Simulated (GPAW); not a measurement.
Input of a GPAW 26.7.0 run:

Contents of run.py:

```python
from ase.dft.bandgap import bandgap
from ase.io import read, write
from ase.units import GPa
from gpaw import GPAW, PW

atoms = read('POSCAR')

calc = GPAW(mode=PW(450),
            xc='MGGA_X_R2SCAN+MGGA_C_R2SCAN',
            kpts={'size': (8, 8, 8), 'gamma': True},
            occupations={'name': 'fermi-dirac', 'width': 0.05},
            nbands=15,
            maxiter=120,
            txt='gpaw.txt')
atoms.calc = calc
energy = atoms.get_potential_energy()
forces = atoms.get_forces()
stress = atoms.get_stress()
calc.write('gs.gpw')
write('result.traj', atoms)
print(f'Energy: {energy:.6f} eV')
print('Forces (eV/A):')
print(forces.round(4))
print('Stress (GPa):', (stress / GPa).round(3))
print('Fermi level:', round(calc.get_fermi_level(), 4), 'eV')
print(f'Gap: {bandgap(calc)[0]:.4f} eV, direct: {bandgap(calc, direct=True)[0]:.4f} eV')
```

Contents of POSCAR:

```
Sb
1.0
   -1.8713408863      1.8713408863      1.8713408863
    1.8713408863     -1.8713408863      1.8713408863
    1.8713408863      1.8713408863     -1.8713408863
Sb
1
Direct
    0.0000000000      0.0000000000      0.0000000000
```

Potentials or basis: GPAW PAW data sets (gpaw-data 1.2.1), pw.

Launch:

```console
$ OMP_NUM_THREADS=1 python run.py
```

Problem. Estimate the band gap on the k mesh.

Solution. None (metal or under the smearing width).

Problem. Predict the pressure.

Solution. -0.7 GPa.

Caveat: the cutoff is short for stress and forces, so pressures can be off by a GPa or more; the PAW data sets were made with another functional, which shifts forces and pressure a little. The run has no spin-orbit coupling, so splittings on Sb are missing.
